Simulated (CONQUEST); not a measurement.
The system is Ti.

```
Ti
1.0
     2.82624    0.00000    0.00000
     0.00000    4.56737    0.00000
     0.00000    0.00000    7.91093
Ti
6
Direct
  0.50000 0.00000 0.66667
  0.50000 0.50000 0.16667
  0.50000 0.00000 0.33333
  0.50000 0.50000 0.83333
  0.00000 0.00000 0.00000
  0.00000 0.50000 0.50000
```

This isn't the form of Ti at room conditions, which is hcp.

- Program: CONQUEST 1.3
- Task: single point
- Functional: PBE
- Potentials or basis: PseudoDojo NC PBE, DZP, grid cutoff 150 Ha
- k mesh: 9 × 6 × 4
- Occupations: fermi-dirac, width 0.05 eV
- Spin: no spin polarisation

On this cell: pressure 2.2 GPa; largest force 0.013 eV/Å; band gap on the k mesh none (metal or under the smearing width).

The same run follows on a disturbed copy (atoms moved at random, drawn with an rms of 0.05 Å):

```
Ti
1.0
     2.82624    0.00000    0.00000
     0.00000    4.56737    0.00000
     0.00000    0.00000    7.91093
Ti
6
Direct
  0.50435 0.00020 0.66650
  0.50435 0.50020 0.16650
  0.48012 0.00138 0.33010
  0.48012 0.50138 0.83010
  0.00325 0.00221 0.99687
  0.00325 0.50221 0.49687
```

Q: What changes?

A: The energy (extrapolated to zero smearing) moves by +2.6 meV/atom; pressure 2.2 GPa; largest force 0.208 eV/Å; band gap on the k mesh none (metal or under the smearing width).

Forces on the atoms (eV/Å):
```
Ti   0.000  0.030 -0.112
Ti   0.000  0.030 -0.113
Ti   0.191 -0.015  0.082
Ti   0.191 -0.015  0.082
Ti  -0.180 -0.017  0.037
Ti  -0.180 -0.017  0.037
```

Stress tensor (GPa, compression positive):
```
1.53 0.01 0.03
0.01 2.60 0.00
0.03 0.00 2.58
```

The forces don't sum to zero, so they hold noise of the program's grid.

Caveats: the box holds several primitive cells, so bands are folded and the points are those of the box's own zone; the basis of atomic orbitals isn't converged, which shifts pressures, moduli and gaps.
